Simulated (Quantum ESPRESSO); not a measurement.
Runs of Quantum ESPRESSO 7.5 on Li2S. Symmetry: Fm-3m, No. 225, cubic system. The conventional cell has a = 5.689 Å, b = 5.689 Å, c = 5.689 Å, α = 90.00°, β = 90.00°, γ = 90.00°. Around S (site symmetry m-3m) lie 8 Li at 2.46 Å. Li (site symmetry -43m) is surrounded by 4 S at 2.46 Å. 

| task | level | potentials or basis | form of the LDA correlation | gap on the mesh (eV) | pressure (GPa) | V0 of scaled cells (Å³/atom) | B0 (GPa) |
| --- | --- | --- | --- | --- | --- | --- | --- |
| band structure | PBEsol | PseudoDojo 0.4.1 SR PBEsol standard | - | 3.22 | -0.8 | - | - |
| equation of state | AM05 | PseudoDojo 0.4.1 SR PBE standard | - | - | - | (b) | 40 |
| band structure | LDA | PseudoDojo 0.4.1 SR LDA standard | PW92 | 3.17 | -2.6 | - | - |
| band structure | rev-vdW-DF2 | PseudoDojo 0.4.1 SR PBE standard | - | 3.36 | 0.1 | - | - |
| band structure | vdW-DF-C09 | PseudoDojo 0.4.1 SR PBE standard | - | 3.30 | -0.2 | - | - |
| equation of state | PBEsol | PseudoDojo 0.4.1 SR PBEsol standard | - | - | - | 15.07 | (a) |
| band structure | AM05 | PseudoDojo 0.4.1 SR PBE standard | - | 3.33 | 0.0 | - | - |

Alike in all rows: no spin polarisation; cell as given; k mesh 8 × 8 × 8; cutoff (eV) 1007; smearing fermi-dirac 0.05 eV.

Question: Estimate the missing entries.

Answer: (a) 42; (b) 15.35.

Caveats: the potentials were made for another functional, which shifts forces and pressure (some runs).

Runs at the PBE level aren't shown here.
